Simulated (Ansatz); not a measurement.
**Cs: do energies and stresses tell the same story?**

Computed with Ansatz 0.2.0, DFT PBE, scalar-relativistic, plane waves, PAW.

Plane waves to 420 eV, a k mesh through Γ of 10×10×10 on the computed 1-atom cell and Gaussian smearing (0.10 eV); no spin polarisation.

Relaxed cell: Im-3m, a = 6.159 Å, b = 6.159 Å, c = 6.159 Å, α = 90.00°, β = 90.00°, γ = 90.00°, 1 atom in the primitive cell.

Energies at zero smearing and pressures from the stress tensor, at volumes with shape and atoms relaxed:
```csv
V (Å³/atom),E − E(first) (meV/atom),P (GPa)
102.791,0.00,0.312
106.295,-5.80,0.219
109.799,-9.72,0.138
113.304,-11.99,0.067
116.808,-12.81,0.004
120.312,-12.34,-0.051
123.816,-10.75,-0.099
128.489,-7.10,-0.154
```

Task: Check P = −dE/dV between neighbouring volumes, and get the bulk modulus from the pressures alone.

Result: With 1 eV/Å³ = 160.2 GPa:
```csv
middle V (Å³/atom),−ΔE/ΔV (GPa),mean P (GPa)
104.543,0.265,0.266
108.047,0.179,0.179
111.551,0.104,0.103
115.056,0.037,0.036
118.560,-0.021,-0.023
122.064,-0.073,-0.075
126.152,-0.125,-0.126
```

The two differ by 0.002 GPa at most. The mean of two end pressures misses the average over a step by about ΔV² P″/12, up to 0.001 GPa here; with that taken off 0.002 GPa remains. Around V = 116.808 Å³/atom, the two neighbours give B = −V ΔP/ΔV = 116.808 × 0.118 / 7.008 = 2.0 GPa, against B0 = 1.9 GPa from the Birch–Murnaghan fit of the energies.